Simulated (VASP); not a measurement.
Wanted: the native input for a VASP 6.6.1 run.

| Quantity | Value |
| --- | --- |
| Task | relaxation of cell and atoms |
| Functional | RPBE |
| Potentials or basis | VASP PAW PBE potentials, release 64 (Te, Pb_d) |
| Cutoff | 600 eV |
| k mesh | 8 × 8 × 8 |
| Occupations | gaussian, width 0.03 eV |
| Spin | no spin polarisation |
| Further INCAR settings | ALGO = Normal; EDIFF = 1e-06; IBRION = 2; EDIFFG = -0.01; NSW = 90; ISIF = 3 |

The structure of TePb lies in POSCAR:

```
TePb
1.0
    0.0000000000      3.2310000000      3.2310000000
    3.2310000000      0.0000000000      3.2310000000
    3.2310000000      3.2310000000      0.0000000000
Te Pb
1 1
Direct
    0.5000000000      0.5000000000      0.5000000000
    0.0000000000      0.0000000000      0.0000000000
```

The input as run:

INCAR

```
PREC = Accurate ; ENCUT = 600
EDIFF = 1E-6 ; ISMEAR = 0
SIGMA = 0.03 ; LREAL = False
LASPH = True ; NELM = 80
ALGO = Normal ; ISIF = 3
LWAVE = False ; LCHARG = False
GGA = RP ; IBRION = 2
NSW = 90 ; EDIFFG = -0.01
```

KPOINTS

```
Automatic mesh
0
Gamma
  8 8 8
```

Potentials or basis: VASP PAW PBE potentials, release 64 (Te, Pb_d).

Launch:

```console
$ cat potpaw_PBE.64/Te/POTCAR potpaw_PBE.64/Pb_d/POTCAR > POTCAR
$ mpirun -np 1 vasp_std > vasp.out
```

It gave:

- Relaxed volume: 36.80 Å³/atom
- Relaxed cell: a = 4.704 Å, b = 4.704 Å, c = 4.704 Å, α = 60.00°, β = 60.00°, γ = 60.00°
- Space group after relaxing (to 0.05 Å): Fm-3m (No. 225)
- Energy gained by relaxing: 32.2 meV/atom
- Ionic steps: 3
- Pressure after relaxing: 0.0 GPa
- Band gap on the k mesh: 0.97 eV, direct

Caveat: the PAW data sets were made with another functional, which shifts forces and pressure a little; spin-orbit coupling is left out, which as a rule narrows the gap of such compounds by several tenths of an eV.

Wall time 52 s on 1 thread of AMD EPYC 9R45 96-Core Processor (Zen 5), with other jobs on the host, peak memory 0.22 GiB.
